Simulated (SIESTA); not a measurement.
**CuO: equation of state with PBEsol**

CuO:

```xyz
6
Lattice="4.1609 0.0000 0.0000 0.0000 4.1609 0.0000 0.0000 0.0000 3.8876" Properties=species:S:1:pos:R:3 pbc="T T T"
Cu    2.0805    0.0000    1.9438
Cu    0.0000    2.0805    1.9438
Cu    0.0000    0.0000    0.0000
O     0.0000    0.0000    1.9438
O     2.0805    0.0000    0.0000
O     0.0000    2.0805    0.0000
```

Measurements of this composition are mostly on another form, of space group No. 15.

```json
{
  "Program": "SIESTA 5.4.2",
  "Task": "equation of state",
  "Functional": "PBEsol",
  "Potentials or basis": "PseudoDojo 0.4 standard (PBEsol files)",
  "Basis": "DZP (energy shift 0.003 Ry; two zetas on semicore shells)",
  "Grid cutoff": "800 Ry",
  "Energy shift": "0.003 Ry",
  "k mesh": "7 × 7 × 7",
  "Occupations": "fermi-dirac, width 0.05 eV",
  "Spin": "no spin polarisation"
}
```

| Property | Result |
| --- | --- |
| Equilibrium volume | 10.95 Å³/atom |
| Bulk modulus at fixed shape and positions | 158 GPa |
| Pressure derivative of the bulk modulus | 4.4 |

Energy against volume, from the lowest point:
```
volume (Å³/atom)  energy (meV/atom)
          10.545               7.75
          10.769               1.36
          10.994               0.00
          11.218               3.07
          11.442              10.09
          11.667              20.70
          11.891              34.55
```

All runs of the series together: 12 min on 1 thread of AMD EPYC 7R43 64-Core Processor (Zen 3), on a shared host.

Caveat: short orbitals over semicore shells can move pressures by several GPa; the cell was scaled at fixed shape and fractional positions, which overstates the stiffness of a crystal with free parameters, most of all of layers and chains; the basis of atomic orbitals isn't converged, which shifts pressures, moduli and gaps; the run has no spin polarisation, though such a crystal can be magnetic.
